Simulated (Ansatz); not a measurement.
# GaN: the cost of one run

Method: DFT PBEsol, scalar-relativistic, plane waves, PAW, in Ansatz 0.2.0.

That is the level of the relaxation; later steps name their own.

## 1. Starting point

It takes space group P6_3mc (No. 186, hexagonal). The conventional cell has a = 3.196 Å, b = 3.196 Å, c = 5.114 Å, α = 90.00°, β = 90.00°, γ = 120.00°. Around Ga (site symmetry 3m) lie 4 N at 1.94 Å. N (site symmetry 3m) has 4 Ga at 1.94 Å as nearest neighbours.

As a file:

```cif
data_structure
_symmetry_space_group_name_H-M 'P 1'
_symmetry_Int_Tables_number 1
_cell_length_a 3.1961
_cell_length_b 3.1961
_cell_length_c 5.1140
_cell_angle_alpha 90.000
_cell_angle_beta 90.000
_cell_angle_gamma 120.000
_cell_volume 45.24
loop_
_atom_site_label
_atom_site_type_symbol
_atom_site_fract_x
_atom_site_fract_y
_atom_site_fract_z
_atom_site_occupancy
Ga1 Ga 0.33333 0.66667 0.00000 1
Ga2 Ga 0.66667 0.33333 0.50000 1
N1 N 0.33333 0.66667 0.38000 1
N2 N 0.66667 0.33333 0.88000 1
```

(A quick probe on a coarse mesh, which set the mesh and smearing, is not shown.)

## 3. Full relaxation

Contents of input.yaml:

```yaml
crystal:
  lattice:
    - [3.19612488, 0.0, 0.0]
    - [-1.59806244, 2.76792534, 0.0]
    - [0.0, 0.0, 5.11400515]
  atoms:
    - { symbol: Ga, position: [0.33333333, 0.66666667, 0.0] }
    - { symbol: Ga, position: [0.66666667, 0.33333333, 0.5] }
    - { symbol: "N", position: [0.33333333, 0.66666667, 0.38] }
    - { symbol: "N", position: [0.66666667, 0.33333333, 0.88] }
basis:
  ecutwfc: 420
kpoints:
  mp_grid: { grid: [12, 12, 6] }
hamiltonian:
  xc: pbesol
scf:
  occupations: { method: gaussian, width: 0.02 }
output:
  forces: true
  stress: true
  eigenvalues: true
relax:
  adjacent_minimum: "off"
  f_tol: 0.005
  max_steps: 80
  cell: { stress_tol: 0.05 }
```

Started as:

```sh
> ansatz run input.yaml --threads 2 --pin off --max-ram 5120MiB --backend cpu --events-out ev --progress --plain --runs-dir out
```

**Question.** How long does this run take on 2 threads of Intel Xeon Platinum 8259CL at 2.50GHz (Skylake/Cascade Lake), shared host, and how much memory does it need?

About 27 s, with a peak of 0.47 GiB.
